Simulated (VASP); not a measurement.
# InSe (P6_3/mmc) in VASP: further runs, part 3 of 3

VASP 6.6.1.

**5. Band structure, PBE**

POSCAR reads:

```
InSe
1.0
    4.0500000000      0.0000000000      0.0000000000
   -2.0250000000      3.5074028853      0.0000000000
    0.0000000000      0.0000000000     16.9300000000
In Se
4 4
Direct
    0.3333333333      0.6666666667      0.1570000000
    0.6666666667      0.3333333333      0.6570000000
    0.3333333333      0.6666666667      0.3430000000
    0.6666666667      0.3333333333      0.8430000000
    0.3333333333      0.6666666667      0.6020000000
    0.6666666667      0.3333333333      0.1020000000
    0.3333333333      0.6666666667      0.8980000000
    0.6666666667      0.3333333333      0.3980000000
```

INCAR.step1 reads:

```
ALGO = Normal
EDIFF = 1E-7
ENCUT = 400
GGA = PE
ISIF = 2
ISMEAR = 0
LASPH = True
LCHARG = True
LREAL = False
LWAVE = False
NELM = 60
PREC = Accurate
SIGMA = 0.02
```

KPOINTS.step1 reads:

```
k-points
0
Gamma
  12 12 2
```

INCAR.step2 reads:

```
ALGO = Normal
EDIFF = 1E-7
ENCUT = 400
GGA = PE
ICHARG = 11
ISIF = 2
ISMEAR = 0
LASPH = True
LCHARG = False
LREAL = False
LWAVE = False
NELM = 60
PREC = Accurate
SIGMA = 0.05
```

KPOINTS.step2 reads:

```
path GMKGALHA,LM,KH
20
line-mode
reciprocal
 0.0000000000  0.0000000000  0.0000000000  G
 0.5000000000  0.0000000000  0.0000000000  M

 0.5000000000  0.0000000000  0.0000000000  M
 0.3333333333  0.3333333333  0.0000000000  K

 0.3333333333  0.3333333333  0.0000000000  K
 0.0000000000  0.0000000000  0.0000000000  G

 0.0000000000  0.0000000000  0.0000000000  G
 0.0000000000  0.0000000000  0.5000000000  A

 0.0000000000  0.0000000000  0.5000000000  A
 0.5000000000  0.0000000000  0.5000000000  L

 0.5000000000  0.0000000000  0.5000000000  L
 0.3333333333  0.3333333333  0.5000000000  H

 0.3333333333  0.3333333333  0.5000000000  H
 0.0000000000  0.0000000000  0.5000000000  A

 0.5000000000  0.0000000000  0.5000000000  L
 0.5000000000  0.0000000000  0.0000000000  M

 0.3333333333  0.3333333333  0.0000000000  K
 0.3333333333  0.3333333333  0.5000000000  H
```

Potentials or basis: VASP PAW PBE potentials, release 64 (In_d, Se).

On the command line:

```bash
$ cat potpaw_PBE.64/In_d/POTCAR potpaw_PBE.64/Se/POTCAR > POTCAR
$ cp INCAR.step1 INCAR
$ cp KPOINTS.step1 KPOINTS
$ mpirun -np 1 vasp_std > vasp.out
$ cp INCAR.step2 INCAR
$ cp KPOINTS.step2 KPOINTS
$ mpirun -np 1 vasp_std > vasp.out
```

OUTCAR:

```text
EDIFF = 1E-7
   ENCUT = 400
   GGA = PE
   ICHARG = 11
   ISIF = 2
   ISMEAR = 0
   LASPH = True
   LREAL = False
   NELM = 60
   PREC = Accurate

 ion  position               nearest neighbor table
   1  0.333  0.667  0.157-   6 2.52   6 2.52   6 2.52   3 3.15
   2  0.667  0.333  0.657-   5 2.52   5 2.52   5 2.52   4 3.15
   3  0.333  0.667  0.343-   8 2.52   8 2.52   8 2.52   1 3.15
   4  0.667  0.333  0.843-   7 2.52   7 2.52   7 2.52   2 3.15
   5  0.333  0.667  0.602-   2 2.52   2 2.52   2 2.52
   6  0.667  0.333  0.102-   1 2.52   1 2.52   1 2.52
   7  0.333  0.667  0.898-   4 2.52   4 2.52   4 2.52
   8  0.667  0.333  0.398-   3 2.52   3 2.52   3 2.52

  LATTYP: Found a hexagonal cell.
 ALAT       =     4.0500000000
 C/A-ratio  =     4.1802469136

  Lattice vectors:

 A1 = (   4.0500000000,   0.0000000000,   0.0000000000)
 A2 = (  -2.0250000000,   3.5074028853,   0.0000000000)
 A3 = (   0.0000000000,   0.0000000000,  16.9300000000)

Analysis of symmetry for initial positions (statically):
=====================================================================
 Subroutine PRICEL returns:
 Original cell was already a primitive cell.

 Routine SETGRP: Setting up the symmetry group for a
 hexagonal supercell.

 Subroutine GETGRP returns: Found 24 space group operations
 (whereof 12 operations were pure point group operations)
 out of a pool of 24 trial point group operations.

The static configuration has the point symmetry D_3d.
 The point group associated with its full space group is D_6h.

Analysis of symmetry for dynamics (positions and initial velocities):
=====================================================================
 Subroutine PRICEL returns:
[... 136 lines left out ...]
  volume/ion in A,a.u.               =      30.06       202.86
  Fermi-wavevector in a.u.,A,eV,Ry     =   1.115099  2.107232 16.918111  1.243446
  Thomas-Fermi vector in A             =   2.251701
   LORBIT       =      0    0 simple, 1 ext, 2 COOP (PROOUT), +10 PAW based schemes
   GGA     = PE    functional components
   LHFCALC =     F    Hartree Fock is set to
   AEXX    =    0.0000 exact exchange contribution
   IVDW    =     0    specifies the selected vdW correction
   LEPSILON=     F    determine dielectric tensor
   LRPA    =     F    only Hartree local field effects (RPA)
 non-spin polarized calculation
 Gauss-broadening in eV      SIGMA  =   0.05
  energy-cutoff  :      400.00
  volume of cell :      240.49
 maximum number of plane-waves:      4435
 NGX is ok and might be reduce to    28

 number of electron      75.9999992 magnetization

 Free energy of the ion-electron system (eV)
  ---------------------------------------------------
  ext. energy  EPLUGINS =         0.00000000
  ---------------------------------------------------
  free energy    TOTEN  =       -24.87467772 eV

  energy without entropy =      -24.87220916  energy(sigma->0) =      -24.87344344

 E-fermi :   4.2441     XC(G=0):  -8.6735

 val. band max:        4.2423955062   @ k =   0.1579   0.0000   0.0000
 cond. band min:       4.2458425031   @ k =   0.0000   0.0000   0.0789
 fundamental gap:      0.0034469970
 Fermi energy:         4.2440640214

 k-point     1 :       0.0000    0.0000    0.0000
  band No.  band energies     occupation
      1     -11.0008      2.00000
      2     -10.9896      2.00000
      3     -10.9009      2.00000
      4     -10.8834      2.00000
      5     -10.8046      2.00000
      6     -10.8046      2.00000
[... 1141 lines left out ...]
     44       7.3725      0.00000
     45       8.0589      0.00000

 [... further k-points ...]

------------------------ aborting loop because EDIFF is reached ----------------------------------------

  FORCE on cell =-STRESS in cart. coord.  units (eV):
  Direction    XX          YY          ZZ          XY          YZ          ZX
  --------------------------------------------------------------------------------------
  -------------------------------------------------------------------------------------
  Total       20.6945547     20.6945547      6.0038073     -0.0000000      0.0000000      0.0000000
  in kB      137.8697637    137.8697637     39.9981303     -0.0000000      0.0000000      0.0000000
  external PRESSURE =     105.2458859 kB  Pullay stress =       0.0000000 kB

 VOLUME and BASIS-vectors are now :
 -----------------------------------------------------------------------------
  energy-cutoff  :      400.00
  volume of cell :      240.49
      direct lattice vectors                 reciprocal lattice vectors
     4.050000000  0.000000000  0.000000000     0.246913580  0.142555622  0.000000000
    -2.025000000  3.507402885  0.000000000     0.000000000  0.285111244  0.000000000
     0.000000000  0.000000000 16.930000000     0.000000000  0.000000000  0.059066745

 POSITION                                       TOTAL-FORCE (eV/Angst)
 -----------------------------------------------------------------------------------
     -0.00000      2.33827      2.65801         0.000000     -0.000000      2.743465
      2.02500      1.16913     11.12301        -0.000000     -0.000000      2.743465
     -0.00000      2.33827      5.80699        -0.000000     -0.000000     -2.743465
      2.02500      1.16913     14.27199        -0.000000      0.000000     -2.743465
     -0.00000      2.33827     10.19186         0.000000      0.000000     -2.037817
      2.02500      1.16913      1.72686         0.000000      0.000000     -2.037817
     -0.00000      2.33827     15.20314         0.000000      0.000000      2.037817
      2.02500      1.16913      6.73814         0.000000      0.000000      2.037817
 -----------------------------------------------------------------------------------
    total drift:                               -0.000000     -0.000000      0.000000

  FREE ENERGIE OF THE ION-ELECTRON SYSTEM (eV)
  ---------------------------------------------------
  free  energy   TOTEN  =       -24.8746777201 eV

  energy  without entropy=      -24.8722091645  energy(sigma->0) =      -24.87344344
```

OSZICAR.step1:

```text
N       E                     dE             d eps       ncg     rms          rms(c)
DAV:   1     0.720399623826E+03    0.72040E+03   -0.29892E+04  3428   0.157E+03
DAV:   2     0.781066609177E+02   -0.64229E+03   -0.62785E+03  3496   0.426E+02
DAV:   3    -0.212624133295E+02   -0.99369E+02   -0.97046E+02  4116   0.189E+02
DAV:   4    -0.272732847067E+02   -0.60109E+01   -0.59737E+01  4080   0.468E+01
DAV:   5    -0.274894938592E+02   -0.21621E+00   -0.21604E+00  4338   0.869E+00    0.121E+01
DAV:   6    -0.265773218039E+02    0.91217E+00   -0.16962E+00  4388   0.161E+01    0.647E+00
DAV:   7    -0.265017851320E+02    0.75537E-01   -0.12844E+00  5157   0.758E+00    0.157E+00
DAV:   8    -0.264977779090E+02    0.40072E-02   -0.17762E-01  5052   0.445E+00    0.117E+00
DAV:   9    -0.265017423639E+02   -0.39645E-02   -0.22641E-02  4775   0.732E-01    0.553E-01
DAV:  10    -0.265012747251E+02    0.46764E-03   -0.53217E-03  4420   0.108E+00    0.302E-01
DAV:  11    -0.265017833791E+02   -0.50865E-03   -0.14832E-03  3854   0.192E-01    0.476E-02
DAV:  12    -0.265017839074E+02   -0.52830E-06   -0.57134E-05  5387   0.404E-02    0.507E-02
DAV:  13    -0.265017930812E+02   -0.91738E-05   -0.49788E-06  4596   0.992E-03    0.343E-02
DAV:  14    -0.265018056604E+02   -0.12579E-04   -0.31043E-05  4430   0.326E-02    0.192E-02
DAV:  15    -0.265018064686E+02   -0.80817E-06   -0.34966E-06  4936   0.126E-02    0.136E-02
DAV:  16    -0.265018067708E+02   -0.30227E-06   -0.16775E-07  2649   0.223E-03    0.661E-03
DAV:  17    -0.265018070296E+02   -0.25875E-06   -0.40757E-07  2898   0.419E-03    0.165E-03
DAV:  18    -0.265018069827E+02    0.46887E-07   -0.57993E-08  2279   0.278E-03
   1 F= -.26501807E+02 E0= -.26501730E+02  d E =-.153003E-03
```

It took 18 min on 1 thread of Intel Xeon Platinum 8488C (Sapphire Rapids), shared host; peak memory 0.98 GiB.

Results:

```yaml
Band_gap_along_the_path: none (metal or under the smearing width)
```

Levels at the corners of the path, in eV from the Fermi level:
| point | band 36 | band 37 | band 38 | band 39 | band 40 | band 41 |
| --- | --- | --- | --- | --- | --- | --- |
| Γ | -2.19 | -1.38 | -0.40 | -0.09 | 0.38 | 1.20 |
| M | -2.59 | -1.52 | -1.02 | 0.91 | 1.07 | 1.32 |
| M | -2.59 | -1.52 | -1.02 | 0.91 | 1.07 | 1.32 |
| K | -2.56 | -1.26 | -1.26 | 2.15 | 2.35 | 2.35 |
| K | -2.56 | -1.26 | -1.26 | 2.15 | 2.35 | 2.35 |
| Γ | -2.19 | -1.38 | -0.40 | -0.09 | 0.38 | 1.20 |
| Γ | -2.19 | -1.38 | -0.40 | -0.09 | 0.38 | 1.20 |
| A | -2.21 | -0.97 | -0.97 | 0.25 | 0.25 | 1.38 |
| A | -2.21 | -0.97 | -0.97 | 0.25 | 0.25 | 1.38 |
| L | -2.73 | -1.28 | -1.28 | 1.14 | 1.14 | 1.23 |
| L | -2.73 | -1.28 | -1.28 | 1.14 | 1.14 | 1.23 |
| H | -2.60 | -1.24 | -1.24 | 2.31 | 2.31 | 2.36 |
| H | -2.60 | -1.24 | -1.24 | 2.31 | 2.31 | 2.36 |
| A | -2.21 | -0.97 | -0.97 | 0.25 | 0.25 | 1.38 |
| L | -2.73 | -1.28 | -1.28 | 1.14 | 1.14 | 1.23 |
| M | -2.59 | -1.52 | -1.02 | 0.91 | 1.07 | 1.32 |
| K | -2.56 | -1.26 | -1.26 | 2.15 | 2.35 | 2.35 |
| H | -2.60 | -1.24 | -1.24 | 2.31 | 2.31 | 2.36 |

Caveat: the log is that of the step along the path at fixed density, whose energy, stress, charges and moments have no meaning; spin-orbit coupling is left out, which moves the levels of the heavy elements; this functional lacks dispersion, which binds the layers, so the pressure and a relaxed spacing across them are unreliable.

**6. The runs side by side**

| task | level | gap on the mesh (eV) | pressure (GPa) | largest force (eV/Å) |
| --- | --- | --- | --- | --- |
| optical spectrum | PBE | none | 7.6 | 2.90 |
| band structure | PBEsol | - | 5.1 | 2.76 |
| optical spectrum | TB-mBJ | 0.49 | - | - |
| band structure | PBE | - | - | - |

Alike in all rows: potentials or basis VASP PAW PBE potentials, release 64 (In_d, Se); no spin polarisation; cell as given; k mesh 12 × 12 × 2; cutoff (eV) 400; smearing gaussian 0.02 eV.

Caveats: this functional lacks dispersion, which binds the layers, so the pressure and a relaxed spacing across them are unreliable (some runs); spin-orbit coupling is left out, which moves the levels of the heavy elements (some runs); independent-particle spectra lack excitons (some runs); the PAW data sets were made with another functional, which shifts forces and pressure a little (some runs); the intraband (Drude) part of a metal's response may be missing (some runs); forces of over 1 eV/Å show positions far from the minimum, so gaps and moduli don't describe the material at rest (some runs).

Absolute energies hang on the potentials; compare differences alone.
